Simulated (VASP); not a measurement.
# BN (P6_3/mmc) in VASP: band structure with PBE+D3(BJ)

Aim: the band structure of BN with PBE+D3(BJ).

Program: VASP 6.6.1. These are calculated values, not measurements. Logs are shortened: lines on timing, memory, paths and dates and some standing lists are left out, and cuts for length are marked.

**1. The crystal as given**

Symmetry: P6_3/mmc, No. 194, hexagonal system. Conventional cell: a = 2.507 Å, b = 2.507 Å, c = 6.585 Å, α = 90.00°, β = 90.00°, γ = 120.00°. B (site symmetry -6m2) has 3 N at 1.45 Å as nearest neighbours. N (site symmetry -6m2) is surrounded by 3 B at 1.45 Å.

**2. Band structure, PBE+D3(BJ)**

Input file INCAR:

```
PREC     = Accurate       # precision mode
ENCUT    = 520            # plane-wave cutoff, eV
EDIFF    = 1E-7           # SCF threshold, eV
ISMEAR   = 0              # smearing method
SIGMA    = 0.02           # smearing width, eV
LREAL    = F              # projectors in reciprocal space
LASPH    = T              # aspherical terms in the spheres
NELM     = 100            # most SCF steps
ALGO     = Normal         # electronic algorithm
ISIF     = 2              # what is computed and relaxed
LWAVE    = F              # write WAVECAR
LCHARG   = F              # write CHGCAR
GGA      = PE             # functional
IVDW     = 12             # dispersion correction
```

Input file KPOINTS:

```
Automatic mesh
0
Gamma
  21 21 8
```

Input file POSCAR:

```
BN                                      
1.0
    2.5068149928      0.0000000000      0.0000000000
   -1.2534074964      2.1709654616      0.0000000000
    0.0000000000      0.0000000000      6.5854223834
  B               N             
     2     2
Direct
     0.3333333300000021    0.6666666699999979    0.2500000000000000
     0.6666666699999979    0.3333333300000021    0.7500000000000000
     0.3333333300000021    0.6666666699999979    0.7500000000000000
     0.6666666699999979    0.3333333300000021    0.2500000000000000
```

Input file KPOINTS_OPT:

```
path GMKGALHA,LM,KH
20
line-mode
reciprocal
 0.0000000000  0.0000000000  0.0000000000  G
 0.5000000000  0.0000000000  0.0000000000  M

 0.5000000000  0.0000000000  0.0000000000  M
 0.3333333333  0.3333333333  0.0000000000  K

 0.3333333333  0.3333333333  0.0000000000  K
 0.0000000000  0.0000000000  0.0000000000  G

 0.0000000000  0.0000000000  0.0000000000  G
 0.0000000000  0.0000000000  0.5000000000  A

 0.0000000000  0.0000000000  0.5000000000  A
 0.5000000000  0.0000000000  0.5000000000  L

 0.5000000000  0.0000000000  0.5000000000  L
 0.3333333333  0.3333333333  0.5000000000  H

 0.3333333333  0.3333333333  0.5000000000  H
 0.0000000000  0.0000000000  0.5000000000  A

 0.5000000000  0.0000000000  0.5000000000  L
 0.5000000000  0.0000000000  0.0000000000  M

 0.3333333333  0.3333333333  0.0000000000  K
 0.3333333333  0.3333333333  0.5000000000  H
```

Potentials or basis: VASP PAW PBE potentials, release 64 (B, N).

Command:

```
$ cat potpaw_PBE.64/B/POTCAR potpaw_PBE.64/N/POTCAR > POTCAR
$ mpirun -np 1 vasp_std > vasp.out
```

OUTCAR:

```text
PREC = Accurate
   ENCUT = 520
   EDIFF = 1E-7
   ISMEAR = 0
   LREAL = F
   LASPH = T
   NELM = 100
   ISIF = 2
   GGA = PE
   IVDW = 12
 IVDW          = 12

 ion  position               nearest neighbor table
   1  0.333  0.667  0.250-   4 1.45   4 1.45   4 1.45
   2  0.667  0.333  0.750-   3 1.45   3 1.45   3 1.45
   3  0.333  0.667  0.750-   2 1.45   2 1.45   2 1.45
   4  0.667  0.333  0.250-   1 1.45   1 1.45   1 1.45

  LATTYP: Found a hexagonal cell.
 ALAT       =     2.5068149928
 C/A-ratio  =     2.6270077378

  Lattice vectors:

 A1 = (   2.5068149928,   0.0000000000,   0.0000000000)
 A2 = (  -1.2534074964,   2.1709654616,   0.0000000000)
 A3 = (   0.0000000000,   0.0000000000,   6.5854223834)

Analysis of symmetry for initial positions (statically):
=====================================================================
 Subroutine PRICEL returns:
 Original cell was already a primitive cell.

 Routine SETGRP: Setting up the symmetry group for a
 hexagonal supercell.

 Subroutine GETGRP returns: Found 24 space group operations
 (whereof 12 operations were pure point group operations)
 out of a pool of 24 trial point group operations.

The static configuration has the point symmetry D_3d.
 The point group associated with its full space group is D_6h.

Analysis of symmetry for dynamics (positions and initial velocities):
=====================================================================
 Subroutine PRICEL returns:
 Original cell was already a primitive cell.

 Routine SETGRP: Setting up the symmetry group for a
 hexagonal supercell.

 Subroutine GETGRP returns: Found 24 space group operations
 (whereof 12 operations were pure point group operations)
 out of a pool of 24 trial point group operations.

The dynamic configuration has the point symmetry D_3d.
 The point group associated with its full space group is D_6h.

 Subroutine INISYM returns: Found 24 space group operations
 (whereof 12 operations are pure point group operations),
 and found     1 'primitive' translations

----------------------------------------------------------------------------------------

                                     Primitive cell

  volume of cell :      35.8392

  direct lattice vectors                    reciprocal lattice vectors
     2.506814993  0.000000000  0.000000000     0.398912565  0.230312278  0.000000000
    -1.253407496  2.170965462  0.000000000     0.000000000  0.460624555  0.000000000
     0.000000000  0.000000000  6.585422383     0.000000000  0.000000000  0.151850548

  length of vectors
     2.506814993  2.506814989  6.585422383     0.460624554  0.460624555  0.151850548

  position of ions in fractional coordinates (direct lattice)
     0.333333330  0.666666670  0.250000000
     0.666666670  0.333333330  0.750000000
     0.333333330  0.666666670  0.750000000
     0.666666670  0.333333330  0.250000000

  ion indices of the primitive-cell ions
   primitive index   ion index
                 1           1
                 2           2
                 3           3
                 4           4

----------------------------------------------------------------------------------------

 KPOINTS: Automatic mesh

Automatic generation of k-mesh.
 Grid dimensions read from file:
 generate k-points for:   21   21    8

 Generating k-lattice:

  Cartesian coordinates                     Fractional coordinates (reciprocal lattice)
     0.018995836  0.010967251  0.000000000     0.047619048 -0.000000000  0.000000000
     0.000000000  0.021934503  0.000000000     0.000000000  0.047619048  0.000000000
     0.000000000  0.000000000  0.018981319     0.000000000  0.000000000  0.125000000

  Length of vectors
     0.021934503  0.021934503  0.018981319

  Shift w.r.t. Gamma in fractional coordinates (k-lattice)
     0.000000000  0.000000000  0.000000000

 Subroutine IBZKPT returns following result:
 ===========================================

 Found    240 irreducible k-points:

 Following reciprocal coordinates:
            Coordinates               Weight
  0.000000  0.000000  0.000000      1.000000
  0.047619  0.000000  0.000000      6.000000
  0.095238  0.000000  0.000000      6.000000
  0.142857  0.000000  0.000000      6.000000
  0.190476  0.000000  0.000000      6.000000
  0.238095 -0.000000  0.000000      6.000000
[... 16 lines left out ...]
  0.142857  0.095238  0.000000     12.000000
  0.190476  0.095238  0.000000     12.000000
 [... further k-points ...]
   k-points           NKPTS =    240   k-points in BZ     NKDIM =    240   number of bands    NBANDS=     12
   number of dos      NEDOS =    301   number of ions     NIONS =      4
   total plane-waves  NPLWV =  20000
   dimension x,y,z NGX =    20 NGY =   20 NGZ =   50
   dimension x,y,z NGXF=    40 NGYF=   40 NGZF=  100
   ions per type =               2   2
   NGX,Y,Z   is equivalent  to a cutoff of  13.26, 13.26, 12.62 a.u.
   NGXF,Y,Z  is equivalent  to a cutoff of  26.53, 26.53, 25.24 a.u.
 SYSTEM =  unknown system
   PREC   = accura    normal or accurate (medium, high low for compatibility)
   ISTART =      0    job   : 0-new  1-cont  2-samecut
   ICHARG =      2    charge: 1-file 2-atom 10-const
   ISPIN  =      1    spin polarized calculation?
   LNONCOLLINEAR =      F non collinear calculations
   LSORBIT =      F    spin-orbit coupling
   LASPH  =      T    aspherical Exc in radial PAW
   ENCUT  =  520.0 eV  38.22 Ry    6.18 a.u.   4.66  4.66 12.24*2*pi/ulx,y,z
   NELM   =    100;   NELMIN=  2; NELMDL= -5     # of ELM steps
   EDIFF  = 0.1E-06   stopping-criterion for ELM
   LREAL  =      F    real-space projection
   EDIFFG = 0.1E-05   stopping-criterion for IOM
   NSW    =      0    number of steps for IOM
   IBRION =     -1    ionic relax: 0-MD 1-quasi-New 2-CG
   NFREE  =      0    steps in history (QN), initial steepest desc. (CG)
   ISIF   =      2    stress and relaxation
   ISYM   =      2    0-nonsym 1-usesym 2-fastsym
   POTIM  = 0.5000    time-step for ionic-motion
   TEBEG  =    0.0;   TEEND  =   0.0 temperature during run
   PSTRESS=    0.0 pullay stress
   NELECT =      16.0000    total number of electrons
   NUPDOWN=      -1.0000    fix difference up-down
   EMIN   =  10.00;   EMAX   =-10.00  energy-range for DOS
   EFERMI =   0.00;   METHOD = LEGACY
   ISMEAR =     0;   SIGMA  =   0.02  broadening in eV -4-tet -1-fermi 0-gaus
   EFERMI_NEDOS =   21; number of points for ismear=-14 and -15
   IALGO  =     38    algorithm
   IMIX   =      4    mixing-type and parameters
     AMIX     =   0.40;   BMIX     =  1.00
     AMIX_MAG =   1.60;   BMIX_MAG =  1.00
  volume/ion in A,a.u.               =       8.96        60.46
  Fermi-wavevector in a.u.,A,eV,Ry     =   1.251205  2.364435 21.300118  1.565515
  Thomas-Fermi vector in A             =   2.385164
   LORBIT       =      0    0 simple, 1 ext, 2 COOP (PROOUT), +10 PAW based schemes
   GGA     = PE    functional components
   LHFCALC =     F    Hartree Fock is set to
   AEXX    =    0.0000 exact exchange contribution
   IVDW    =    12    specifies the selected vdW correction
   LEPSILON=     F    determine dielectric tensor
   LRPA    =     F    only Hartree local field effects (RPA)
 non-spin polarized calculation
 Gauss-broadening in eV      SIGMA  =   0.02
  energy-cutoff  :      520.00
  volume of cell :       35.84
 maximum number of plane-waves:       985
 NGX is ok and might be reduce to    20
   NGX =  9   NGY =  9   NGZ = 25

 number of electron      15.9999997 magnetization

 Free energy of the ion-electron system (eV)
  ---------------------------------------------------
  ext. energy  EPLUGINS =         0.00000000
  ---------------------------------------------------
  free energy    TOTEN  =       -35.14858330 eV

  energy without entropy =      -35.14858330  energy(sigma->0) =      -35.14858330

 E-fermi :   2.5043     XC(G=0): -10.1180

 val. band max:        2.3671168015   @ k =   0.3333   0.2857   0.0000
 cond. band min:       6.6082292584   @ k =   0.4762   0.0476   0.0000
 fundamental gap:      4.2411124569
 Fermi energy:         2.5043192327

 k-point     1 :       0.0000    0.0000    0.0000
  band No.  band energies     occupation
      1     -15.4618      2.00000
      2     -15.1479      2.00000
      3      -3.9079      2.00000
      4      -1.6931      2.00000
      5       0.9910      2.00000
      6       0.9910      2.00000
      7       1.0317      2.00000
      8       1.0317      2.00000
      9       7.6396      0.00000
     10      12.7277      0.00000
     11      13.8429      0.00000
     12      13.8434      0.00000

 k-point     2 :       0.0476    0.0000    0.0000
  band No.  band energies     occupation
      1     -15.4174      2.00000
      2     -15.1050      2.00000
      3      -3.8470      2.00000
      4      -1.6386      2.00000
      5       0.8031      2.00000
      6       0.8416      2.00000
      7       0.9027      2.00000
      8       0.9450      2.00000
      9       7.7235      0.00000
     10      12.6960      0.00000
     11      13.7982      0.00000
     12      13.9298      0.00000

 k-point     3 :       0.0952    0.0000    0.0000
  band No.  band energies     occupation
      1     -15.2847      2.00000
      2     -14.9771      2.00000
      3      -3.6648      2.00000
      4      -1.4760      2.00000
      5       0.2729      2.00000
      6       0.3092      2.00000
      7       0.6570      2.00000
      8       0.7034      2.00000
      9       7.9601      0.00000
     10      12.5870      0.00000
     11      13.6336      0.00000
     12      13.8831      0.00000
[... 286 lines left out ...]
 k-point    23 :       0.1429    0.0952    0.0000
  band No.  band energies     occupation
      1     -14.6391      2.00000
      2     -14.3561      2.00000
      3      -2.7708      2.00000
      4      -1.6728      2.00000
      5      -1.6424      2.00000
      6      -0.6884      2.00000
      7      -0.4724      2.00000
      8      -0.4192      2.00000
      9       9.0036      0.00000
     10      11.8227      0.00000
     11      12.5826      0.00000
     12      13.7798      0.00000

 k-point    24 :       0.1905    0.0952    0.0000
  band No.  band energies     occupation
      1     -14.2688      2.00000
      2     -14.0013      2.00000
      3      -2.6106      2.00000
      4      -2.5631      2.00000
      5      -2.2502      2.00000
      6      -0.9461      2.00000
      7      -0.8861      2.00000
      8      -0.2402      2.00000
      9       9.5637      0.00000
     10      11.2207      0.00000
     11      11.5837      0.00000
     12      13.6263      0.00000

 [... further k-points ...]

------------------------ aborting loop because EDIFF is reached ----------------------------------------

 Edisp (eV)   -0.56904

 E8    (eV) :    -0.1668

  FORCE on cell =-STRESS in cart. coord.  units (eV):
  Direction    XX          YY          ZZ          XY          YZ          ZX
  --------------------------------------------------------------------------------------
  -------------------------------------------------------------------------------------
  Total       0.00008     0.00008    -0.00192     0.00000     0.00000     0.00000
  in kB       0.00356     0.00356    -0.08583     0.00000     0.00000     0.00000
  external pressure =       -0.03 kB  Pullay stress =        0.00 kB

 VOLUME and BASIS-vectors are now :
 -----------------------------------------------------------------------------
  energy-cutoff  :      520.00
  volume of cell :       35.84
      direct lattice vectors                 reciprocal lattice vectors
     2.506814993  0.000000000  0.000000000     0.398912565  0.230312278  0.000000000
    -1.253407496  2.170965462  0.000000000     0.000000000  0.460624555  0.000000000
     0.000000000  0.000000000  6.585422383     0.000000000  0.000000000  0.151850548

 POSITION                                       TOTAL-FORCE (eV/Angst)
 -----------------------------------------------------------------------------------
     -0.00000      1.44731      1.64636        -0.000000      0.000000      0.000000
      1.25341      0.72366      4.93907        -0.000000     -0.000000      0.000000
     -0.00000      1.44731      4.93907         0.000000      0.000000      0.000000
      1.25341      0.72366      1.64636         0.000000     -0.000000      0.000000
 -----------------------------------------------------------------------------------
    total drift:                               -0.000002      0.000001      0.000000

  FREE ENERGIE OF THE ION-ELECTRON SYSTEM (eV)
  ---------------------------------------------------
  free  energy   TOTEN  =       -35.7176253827 eV

  energy  without entropy=      -35.7176253827  energy(sigma->0) =      -35.71762538
```

Wall time 94 s (1 thread of AMD EPYC 9R14 (Zen 4), shared host); peak memory 0.25 GiB.

Results:

```
Free energy                : -35.7176 eV
Pressure                   : 0.0 GPa
Band gap on the k mesh     : 4.24 eV, indirect (least direct gap 4.63 eV)
Band gap along the path    : 4.21 eV, indirect (least direct gap 4.63 eV)
Dispersion energy per atom : -0.142 eV
```

Levels at the corners of the path, in eV from the valence-band top:
```
point  band 5  band 6  band 7  band 8  band 9  band 10  band 11  band 12
    Γ   -1.38   -1.38   -1.34   -1.34    5.27    10.36    11.49    11.52
    M   -4.19   -4.11   -1.51   -0.45    4.21     5.63     9.47     9.87
    M   -4.19   -4.11   -1.51   -0.45    4.21     5.63     9.47     9.87
    K   -7.18   -7.18   -0.14   -0.14    4.82     4.82    10.70    13.16
    K   -7.18   -7.18   -0.14   -0.14    4.82     4.82    10.70    13.16
    Γ   -1.38   -1.38   -1.34   -1.34    5.27    10.36    11.48    11.50
    Γ   -1.38   -1.38   -1.34   -1.34    5.27    10.36    11.47    11.53
    A   -1.36   -1.36   -1.36   -1.36    7.68     7.68    11.54    11.54
    A   -1.36   -1.36   -1.36   -1.36    7.68     7.68    11.54    11.54
    L   -4.15   -4.15   -0.96   -0.96    4.68     4.68     9.85     9.85
    L   -4.15   -4.15   -0.96   -0.96    4.68     4.68     9.85     9.85
    H   -7.19   -7.19   -0.05   -0.05    4.59     4.59    11.95    11.95
    H   -7.19   -7.19   -0.05   -0.05    4.59     4.59    11.95    11.95
    A   -1.36   -1.36   -1.36   -1.36    7.68     7.68    11.54    11.54
    L   -4.15   -4.15   -0.96   -0.96    4.68     4.68     9.85     9.85
    M   -4.19   -4.11   -1.51   -0.45    4.21     5.63     9.47     9.87
    K   -7.18   -7.18   -0.14   -0.14    4.82     4.82    10.70    13.16
    H   -7.19   -7.19   -0.05   -0.05    4.59     4.59    11.95    11.95
```
